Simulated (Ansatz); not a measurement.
CdSe in the zincblende structure, relaxed with r2SCAN in the plane-wave code Ansatz. It is cubic, F-43m (No. 216); a = 6.136 Å in the conventional setting, 28.87 Å³ an atom. Cd is surrounded by 4 Se at 2.66 Å; Se is surrounded by 4 Cd at 2.66 Å.

The axes x, y and z are those of this cell:
```
Cd Se
1.0
     0.00000    3.06778    3.06778
     3.06778    0.00000    3.06778
     3.06778    3.06778    0.00000
Cd Se
1 1
Direct
  0.00000 0.00000 0.00000
  0.25000 0.25000 0.25000
```

Unstrained: The PBE gap is direct at Γ: 0.555 eV. The r2SCAN gap is direct at Γ: 1.037 eV. HSE06 gives a direct gap of 1.483 eV at Γ. Meshes: PBE 8×8×8, r2SCAN 8×8×8, HSE06 6×6×6. Strains are changes of length per length, and xy shears are angles. After each strain the atoms were relaxed again with r2SCAN within the symmetry that the strain leaves, so tilts or polar shifts that break it weren't tested; points keep the names that they have in the unstrained zone. (Simulation; spin polarisation is off.)

Question: Estimate what isotropic -0.77 % on every length does to the gap.

Answer: PBE: the gap goes from 0.555 to 0.603 eV (+0.048 eV). r2SCAN: the gap goes from 1.037 to 1.089 eV (+0.052 eV). HSE06: the gap goes from 1.483 to 1.540 eV (+0.057 eV). The r2SCAN energy rises by 2.3 meV an atom.

Question: Estimate what uniaxial -4.15 % along z, other directions held does to the gap.

Answer: PBE: the gap goes from 0.555 to 0.556 eV (+0.001 eV); with r2SCAN the top three valence levels at Γ, degenerate before, become 1+2 from the top over 127 meV. r2SCAN: the gap goes from 1.037 to 1.045 eV (+0.008 eV). HSE06: the gap goes from 1.483 to 1.497 eV (+0.014 eV). The r2SCAN energy rises by 9.6 meV an atom.

Question: One strain changed the r2SCAN stress by xx -0.01, yy -0.01, zz -0.03, xy +0.94 GPa (compression positive) and the gap by -0.099 eV (PBE), -0.107 eV (r2SCAN), -0.109 eV (HSE06). Which kind of strain was it, and roughly how large?

Answer: Xy shear, engineering strain (angle) -4.18 %. The pattern of the stress gives the kind; the size needs the stiffness, so it is an estimate.

The runs are scalar-relativistic, without spin-orbit coupling.

The meshes of the hybrids are coarse, so their gaps aren't converged to the digits shown.

The splittings at Γ are without spin-orbit coupling, which regroups them where it is of like size or larger.
